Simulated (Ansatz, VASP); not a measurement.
TaN in VASP and in Ansatz

Contents of INCAR:

```
SYSTEM = TaN
  PREC = Accurate
  ENCUT = 520
  EDIFF = 1E-6
  ISMEAR = 0
  SIGMA = 0.1
  LREAL = .False.
  LASPH = .True.
  NELM = 100
  ALGO = Normal
  ISIF = 2
  LWAVE = .False.
  LCHARG = .False.
  GGA = PS
  NBANDS = 15
```

KPOINTS

```
regular mesh
0
Gamma
  18 18 14
  0 0 0
```

POSCAR

```
TaN
1.0
    2.9239890448      0.0000000000      0.0000000000
   -1.4619945224      2.5322487932      0.0000000000
    0.0000000000      0.0000000000      2.8707276426
Ta N
1 1
Direct
    0.3333333333      0.6666666667      0.5000000000
    0.0000000000      0.0000000000      0.0000000000
```

Input for Ansatz:

```yaml
crystal:
  lattice:
    - [2.9239890448, 0.0, 0.0]
    - [-1.4619945224, 2.5322487932, 0.0]
    - [0.0, 0.0, 2.8707276426]
  atoms:
    - { symbol: Ta, position: [0.3333333333, 0.6666666667, 0.5] }
    - { symbol: "N", position: [0.0, 0.0, 0.0] }
basis:
  ecutwfc: 420
kpoints:
  mp_grid: { grid: [18, 18, 14] }
hamiltonian:
  xc: pbesol
scf:
  occupations: { method: gaussian, width: 0.1 }
output:
  forces: true
  stress: true
  eigenvalues: true
```

Alike in both runs: task single point; functional PBEsol; k mesh 18 × 18 × 14; occupations gaussian, width 0.1 eV; no spin polarisation.

|  | VASP | Ansatz |
| --- | --- | --- |
| version | VASP 6.6.1 | Ansatz 0.2.0 |
| potentials or method | VASP PAW PBE potentials, release 64 (Ta_pv, N) | scalar-relativistic, plane waves, PAW |
| plane-wave cutoff (eV) | 520 | 420 |
| valence electrons in the cell | 16 | 18 |

```csv
,VASP,Ansatz,Ansatz less VASP
gap on the k mesh at the Fermi level (eV),none,none,-
pressure (GPa),0.8,0.0,-0.85
largest component of the traceless stress (GPa),0.14,0.00,-0.137
```

A gap of «none» marks a metal or a gap that the smearing closes. The two sets of potentials don't hold the same shells in valence.

Caveats: the PAW data sets were made with another functional, which shifts forces and pressure a little (VASP). Spin-orbit coupling is left out, which matters for the levels of Ta.
